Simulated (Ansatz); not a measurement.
**Levels of theory for LiCl (Fm-3m)**

All numbers come from Ansatz 0.2.0. Calculated for a static, non-magnetic cell.

The cell is a 2-atom cell of LiCl started from a crystallographic database; cell and atoms were relaxed with r2SCAN. Space group Fm-3m (No. 225), cubic; conventional cell a = 5.112 Å, 16.70 Å³ an atom. Li has 6 Cl at 2.56 Å; Cl has 6 Li at 2.56 Å.

```
Li Cl
1.0
     0.00000    2.55603    2.55603
     2.55603    0.00000    2.55603
     2.55603    2.55603    0.00000
Li Cl
1 1
Direct
  0.00000 0.00000 0.00000
  0.50000 0.50000 0.50000
```

Relaxed lattice by functional, symmetry kept:
```tsv
functional	k mesh	a (Å)	volume (Å³/atom)
PBE	8×8×8	5.150	17.08
r2SCAN	8×8×8	5.112	16.70
PBEsol	8×8×8	5.064	16.24
LDA	8×8×8	4.965	15.30
HSE06	6×6×6	5.114	16.72
```

Band edges at fixed r2SCAN geometry:
```json
{"level": "LDA", "k mesh": "8×8×8", "gap (eV)": "6.04", "kind": "indirect", "edges": "K–Γ (0.81) → Γ", "least direct gap (eV)": "6.05", "rough cost": "0.6 core-seconds"}
{"level": "PBE", "k mesh": "8×8×8", "gap (eV)": "6.38", "kind": "indirect", "edges": "K–Γ (0.80) → Γ", "least direct gap (eV)": "6.39", "rough cost": "0.9 core-seconds"}
{"level": "r2SCAN", "k mesh": "8×8×8", "gap (eV)": "7.29", "kind": "indirect", "edges": "K–Γ (0.81) → Γ", "least direct gap (eV)": "7.29", "rough cost": "1.5 core-seconds"}
{"level": "HSE06", "k mesh": "6×6×6", "gap (eV)": "7.79", "kind": "indirect", "edges": "K–Γ (0.81) → Γ", "least direct gap (eV)": "7.79", "rough cost": "28 core-seconds"}
{"level": "DDH-PBE0", "k mesh": "6×6×6", "gap (eV)": "9.25", "kind": "indirect", "edges": "K–Γ (0.81) → Γ", "least direct gap (eV)": "9.25", "rough cost": "30 core-seconds"}
{"level": "PBE0", "k mesh": "6×6×6", "gap (eV)": "8.50", "kind": "indirect", "edges": "K–Γ (0.81) → Γ", "least direct gap (eV)": "8.51", "rough cost": "28 core-seconds"}
{"level": "Hartree-Fock", "k mesh": "6×6×6", "gap (eV)": "15.32", "kind": "direct", "edges": "Γ", "least direct gap (eV)": "15.32", "rough cost": "40 core-seconds"}
{"level": "G0W0@PBE (99 empty bands, 120 eV, 6×6×6)", "k mesh": "6×6×6", "gap (eV)": "8.80", "kind": "–", "edges": "Γ (mesh)", "least direct gap (eV)": "–", "rough cost": "22 core-seconds"}
{"level": "G0W0@PBE (247 empty bands, 220 eV, 6×6×6)", "k mesh": "6×6×6", "gap (eV)": "8.95", "kind": "–", "edges": "Γ (mesh)", "least direct gap (eV)": "–", "rough cost": "2.1 core-minutes"}
```
PBE: smearing of 0.02 eV; the others have fixed occupations.
Wave cutoffs: 420 eV, 500 eV (r2SCAN).
Points off the special ones are mesh points or PBE's searched band edges, reused at the other levels. Set aside, since their points miss a band edge that the other levels read or their mesh is too coarse: LC-ωPBE.
The G0W0 gap is PBE's gap over the path plus the quasiparticle shift read on the mesh. G0W0 values are finite-basis, finite-mesh values.
Costs come from shared machines and give only the order; PBE's includes the band path. The runs had 2 threads of Intel(R) Xeon(R) 6975P-C (Granite Rapids), on a shared host.

The HSE06 gap is indirect, 7.785 eV (K–Γ (0.81 of the way from K) to Γ), below the direct gap of 7.788 eV at Γ. Least and direct gap differ so little that the kind isn't settled.

r2SCAN covers 65 % of the step from PBE to HSE06, while HSE06 needs about 19 times r2SCAN's cost (on a coarser mesh). Direct and least gap lie within 0.04 eV at some levels, so the kind of gap isn't settled.

r2SCAN (ground state on 8×8×8): The clamped-ion dielectric constant comes out as 2.83 in all directions. Born charges, averaged over directions: Li +1.17, Cl -1.17 e. PBE (ground state on 8×8×8): The electronic dielectric tensor ε∞ is 2.97 in all directions. Born charges, averaged over directions: Li +1.18, Cl -1.18 e.

On the PBEsol cell (a = 5.064 Å), with PBEsol: The optical mode at Γ lies at 206 cm⁻¹ without the longitudinal term. With the long-range field the highest mode reaches 399 cm⁻¹. The electronic dielectric tensor ε∞ is 3.07 in all directions. With the ions relaxed, ε⁰ is 11.6 in all directions. Born charges, averaged over directions: Li +1.17, Cl -1.17 e.

The meshes of the hybrids are coarse, so their gaps aren't converged to the digits shown.
